Stretch a crystal of WS2 evenly in all directions and its electrons are spread over more space. If each cell kept the same ability to polarise, the dielectric constant less one would shrink in inverse proportion to the volume. An expansion of 12.8 % would then cost it 11.3 %, whichever way the electric field points. This count treats the crystal as a gas of independent polarisable units, an analogy that holds only while expansion changes neither the units nor the field that each one feels.

GPAW 26.7.0, LDA with PAW data sets and a 400 eV plane-wave cutoff, for uniformly scaled cells of bulk WS2 (P6_3/mmc, 6 atoms). The dielectric constants are clamped-ion RPA values with local fields, with a response cutoff of 80 eV. The k mesh is 8 × 8 × 2 for the ground state and 13 × 13 × 3 for the response.

```csv
volume (Å³/atom),c/a,shortest distance (Å),dielectric xx,dielectric zz
17.150,3.9308,2.362,12.309,5.692
17.515,3.9309,2.378,12.366,5.600
17.880,3.9308,2.395,12.430,5.513
18.245,3.9308,2.411,12.492,5.430
18.610,3.9308,2.427,12.532,5.353
18.975,3.9309,2.443,12.603,5.278
19.340,3.9308,2.458,12.689,5.208
```

The constants tabulated are those of the electrons alone, with the nuclei held still. For a field along the layers, dielectric xx (equal to dielectric yy by symmetry) rises by 3.1 % over the series instead of falling. For a field across the layers, dielectric zz falls by 8.5 %. Taken less one, as in the simple count, the constants rise by 3.4 % and fall by 10.3 %. The dilution is the same in both cases, so the difference must come from what the simple count leaves out: the units themselves change, and so does the field that reaches them.

The first omission is that stretched bonds are easier to polarise. As tungsten and sulphur move apart, their orbitals overlap less, and the energy separation between bonding and antibonding states should shrink. A given field then mixes more of the empty states into the filled ones. The change in the units can be separated from that in the field, because the same calculations also give the response to a field assumed uniform inside the crystal. Per cell, that response grows by 17 % along the layers and by 11 % across them.

A rough scaling gives the size of this growth. The response varies as the inverse square of a mean gap, an average over all the transitions that contribute. If this mean gap falls as the inverse square of the bond length, a rule of thumb for bonds between s and p orbitals, the response per cell rises as the fourth power of the bond length, which is the volume to the power 4/3. For the whole expansion that gives 17 %, as found along the layers, but it overshoots the 11 % found across them. The close match along the layers is partly luck: tungsten bonds here largely through d orbitals, whose coupling should fall faster with distance, while the part of the gap that comes from the difference between the two elements need not follow the rule at all. The rule gives the right order of size but not the difference between directions, for which the data offer no simple reason.

The mean gap should not be confused with the gap at the band edge. The smallest gap found on the mesh, an indirect one, widens by about 0.09 eV over the series while dielectric xx rises. The smallest direct gap on the same mesh narrows by about 0.30 eV, and it is direct transitions that a uniform field drives, though no single gap sets the response. Absolute values also deserve caution: this level of theory makes gaps too small, spin–orbit coupling is left out, the optical matrix elements are incomplete and convergence with the mesh of wave vectors is not shown. The response was computed on a mesh of 13 × 13 × 3, finer than the 8 × 8 × 2 used for the ground state. The trends are safer than the constants themselves.

Along the layers, the account is now almost complete. Dilution takes away 11 %, softer bonds give back 17 %, and a small rise remains. Across the layers, the softer bonds only about cancel the dilution. Most of the fall of dielectric zz has to come from the second omission, the field inside the crystal.

That field is not uniform. When it points across the layers, charge collects on the faces of each layer and opposes the field within, while the space between the layers is left with a strong field and little to polarise. When it points along the layers, it runs alongside these faces and charges them very little. Such internal variations are called local fields. Across the layers they leave 62 % of the uniform-field response at the smallest volume and only 57 % at the largest, whereas along the layers the fraction left hardly changes.

The crystal then behaves like a row of capacitors in series, slabs of dielectric alternating with thin empty gaps. Let the slabs have a dielectric constant $\varepsilon_s$ and fill a share $f$ of the layer spacing. A field that is the same everywhere gives the simple average $\varepsilon_u = 1 + f(\varepsilon_s - 1)$, where $\varepsilon_u$ is the constant without local fields. In the true series arrangement the field inside the slabs is weaker than that in the gaps by the factor $\varepsilon_s$, and the voltages add:

$$\frac{1}{\varepsilon_{zz}} = \frac{f}{\varepsilon_s} + (1 - f).$$

At the smallest volume the calculation gives $\varepsilon_u = 8.551$ and $\varepsilon_{zz} = 5.692$. Together the two relations yield $\varepsilon_s = (8.551 - 1)/(1 - 1/5.692) = 9.16$ and $f = 7.551/8.16 = 0.925$. The gaps take up only 7.5 % of the spacing, yet they carry $0.075 \times 5.69$, or about 43 %, of the voltage. A slight widening of the gaps therefore has a large effect on dielectric zz.

The gaps do widen, although the crystal is stretched evenly. The nuclei of a layer move apart in proportion, but the outer electron clouds of the sulphur atoms should keep roughly their size. On this argument a slab thickens only by as much as its two sulphur planes separate, 0.125 Å over the series. The layer spacing grows by 0.250 Å, so half of that growth becomes empty gap.

This is enough to estimate the constant at the largest volume from values at the smallest. The spacing is half the long cell edge, 6.122 Å at first and 6.373 Å at the end. The slab starts at $0.9253 \times 6.122 = 5.665$ Å and ends at 5.790 Å, so its share of the spacing drops to about 0.9086. With $\varepsilon_s$ kept at 9.16,

$$\varepsilon_{zz} = \frac{1}{1 - 0.9086\,(1 - 1/9.16)} \approx 5.25.$$

The calculation gives 5.208, so the estimate accounts for about 92 % of the fall. Only the row of smallest volume was used to set up the model; the other six rows follow without a new fit, and all of these estimates lie slightly too high. When the slab constant is worked out afresh in each row, it stays within 1 % of its first value, which supports keeping it fixed. The sharp-edged slab is still an idealisation, and its thickness should not be read as the place where a layer ends.

The simple count from the beginning does nearly as well for dielectric zz, overshooting the fall by about 10 %. On the total alone, the two descriptions could hardly be told apart. The uniform-field response separates them: it grows per cell by 11 %, so the units do not stay the same. The count comes close because the easier polarisation of the bonds is almost cancelled by the stronger opposing field.

One row breaks the smooth course of dielectric xx. At 18.610 Å³/atom it rises by only 0.040 from the row before, while the steps on either side are 0.062 and 0.071. Without local fields the steps grow evenly through the whole series. The irregularity therefore belongs to the local-field part and not to the bonds or the gap.

Its likely origin is a setting. The calculation builds the local fields from plane waves up to a fixed energy of 80 eV. As the cell expands, the energy of each wave falls, and whole groups of waves slip below this limit at once. Six waves that vary rapidly along the layers enter at 18.245 Å³/atom, where the step of dielectric xx is already slightly short, and twelve more at 18.610 Å³/atom, just where the local-field reduction of dielectric xx makes its largest jump.

The match in position points to a cutoff artefact. A series that keeps the same set of waves in every row would test this directly, and a much higher limit should make the jumps fade. The newly admitted waves remain in all later rows, so the rise of dielectric xx over the series is probably understated by a few hundredths, out of a total of 0.38. The later steps of the reduction also stay larger than the first ones, and the count of waves does not fully explain that. The overall rise can be trusted more than the fine curvature.

For a related layered crystal, the useful questions are whether the bonds stretch and whether the field has to cross the gaps. Even expansion softens the bonds, which can outweigh dilution along the layers; across them, the widening gaps tip the balance downwards. If the layers merely moved apart with their bonds unchanged, the softening would be absent, and the same picture would have both constants fall. Real pressure or heating changes the gaps more easily than the bonds, so the slopes found here are not pressure or temperature coefficients. The printed analysis that follows gives the three contributions, the slab estimates and the count of plane waves row by row.

Numerical output:

```
volume, change first to last row (%): 12.77
dielectric xx, change (%): 3.087
dielectric zz, change (%): -8.503
factor 1, dilution of eps-1 by volume, change (%): -11.32
factor 2 xx, response per cell without local fields, change (%): 17.38
factor 2 zz, response per cell without local fields, change (%): 11.12
factor 3 xx, fraction left by local fields, change (%): -0.6962
factor 3 zz, fraction left by local fields, change (%): -8.984
response per cell if mean gap goes as 1/d^2, change (%): 17.38
response per cell if it followed the sampled direct gap, change (%): 32.4
indirect gap, change (eV): 0.0876
Across the layers:
     row  computed  slab_model  constant_per_cell  fraction_left  slab_eps  slab_share
   17.15     5.692       5.692              5.692         0.6214      9.16      0.9253
  17.515       5.6       5.607              5.594         0.6118     9.154      0.9222
   17.88     5.513       5.528                5.5         0.6023     9.154       0.919
  18.245      5.43       5.452               5.41         0.5928      9.16      0.9158
   18.61     5.353        5.38              5.324         0.5837     9.171      0.9127
  18.975     5.278       5.312              5.241         0.5745     9.188      0.9095
   19.34     5.208       5.248              5.161         0.5655     9.209      0.9064
slab thickness from the two dielectric constants, growth (Å): 0.111
distance of the two sulphur planes of a layer, growth (Å): 0.1252
layer spacing, growth (Å): 0.2502
fall of zz given by slab model (% of computed fall): 91.78
fall of zz given by constant response per cell (% of computed fall): 109.8
Along the layers:
     row  step_xx  step_without_local_fields  local_field_reduction  its_step  plane_waves_added  of_these_short_in_plane
   17.15      n/a                        n/a                 0.8825       n/a                  0                        0
  17.515    0.057                     0.0648                 0.8903    0.0078                  0                        0
   17.88    0.064                     0.0726                 0.8989    0.0086                  2                        0
  18.245    0.062                     0.0799                 0.9168    0.0179                  8                        6
   18.61     0.04                     0.0872                  0.964    0.0472                 20                       18
  18.975    0.071                     0.0936                 0.9866    0.0226                 32                       18
   19.34    0.086                     0.0999                  1.001    0.0139                 32                       18
next short in-plane shell, energy above the 80 eV cutoff in the last row (eV): 0.008407
```
